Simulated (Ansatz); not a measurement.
Wanted: the native input for an Ansatz 0.2.0 run.

| Quantity | Value |
| --- | --- |
| Task | relaxation of cell and atoms |
| Functional | r2SCAN |
| Potentials or basis | Ansatz PAW |
| Cutoff | 500 eV (not typed: the program's choice for these potentials) |
| k mesh | 5 × 8 × 5 |
| Occupations | fermi-dirac, width 0.05 eV |
| Spin | collinear spin, ferromagnetic start |
| Starting moments | [1.0, 1.0, 1.0, 1.0, 0.0, 0.0, 0.0, 0.0] μB |

Crystal: SiNi.

```xyz
8
Lattice="5.1731 0.0000 0.0000 0.0000 3.3381 0.0000 0.0000 0.0000 5.6049" Properties=species:S:1:pos:R:3 pbc="T T T"
Ni    5.1328    2.5036    4.5539
Ni    2.6268    0.8345    1.7514
Ni    2.5463    2.5036    3.8535
Ni    0.0403    0.8345    1.0510
Si    3.5111    0.8345    5.1425
Si    4.2486    2.5036    2.3400
Si    0.9245    0.8345    3.2649
Si    1.6620    2.5036    0.4624
```

The input as run:

input.yaml

```yaml
crystal:
  lattice:
    - [5.1731, 0.0, 0.0]
    - [0.0, 3.3381, 0.0]
    - [0.0, 0.0, 5.6049]
  atoms:
    - { symbol: Ni, position: [0.99221, 0.75, 0.81248], spin: 1.0 }
    - { symbol: Ni, position: [0.50779, 0.25, 0.31248], spin: 1.0 }
    - { symbol: Ni, position: [0.49221, 0.75, 0.68752], spin: 1.0 }
    - { symbol: Ni, position: [0.00779, 0.25, 0.18752], spin: 1.0 }
    - { symbol: Si, position: [0.67872, 0.25, 0.9175] }
    - { symbol: Si, position: [0.82128, 0.75, 0.4175] }
    - { symbol: Si, position: [0.17872, 0.25, 0.5825] }
    - { symbol: Si, position: [0.32128, 0.75, 0.0825] }
hamiltonian:
  xc: r2scan
  pseudopotentials: { kind: paw }
magnetization:
  spin_polarized: true
kpoints:
  mp_grid: { grid: [5, 8, 5] }
scf:
  occupations: { method: fermi_dirac, width: 0.05 }
output:
  forces: true
  stress: true
  eigenvalues: true
relax:
  f_tol: 0.01
  max_steps: 40
  cell: { stress_tol: 0.05 }
```

Potentials or basis: Ansatz PAW.

Command:

```console
$ ansatz run input.yaml --threads 4 --pin off --max-ram 11264MiB --backend cpu --events-out ev --progress --plain --runs-dir out
```

Results of the run:

```yaml
Relaxed_volume: 11.89 Å³/atom
Relaxed_cell: a = 5.075 Å, b = 3.372 Å, c = 5.562 Å, α = 90.00°, β = 90.00°, γ = 90.00°
Space_group_after_relaxing_to_0.05_Å: Pnma (No. 62)
Energy_gained_by_relaxing: 4.8 meV/atom
Ionic_steps: 6
Pressure_after_relaxing: 0.0 GPa
Largest_force_after_relaxing: 0.006 eV/Å
Band_gap_on_the_k_mesh: none (metal or under the smearing width)
Net_moment: 0.00 μB per cell
Absolute_moment: 0.00 μB per cell
```

Caveat: the magnetic or orbital state may not be the lowest; the plane-wave basis is chosen anew once the cell has moved, so the energies of steps on either side of that aren't comparable; the PAW data sets come from PBE, with cores solved anew for the run's functional, which leaves a small shift of forces and pressure; the starting moments weren't kept.

It took 3.4 min on 4 threads of AMD EPYC (Zen 3), with other jobs on the host, peak memory 1 GiB.
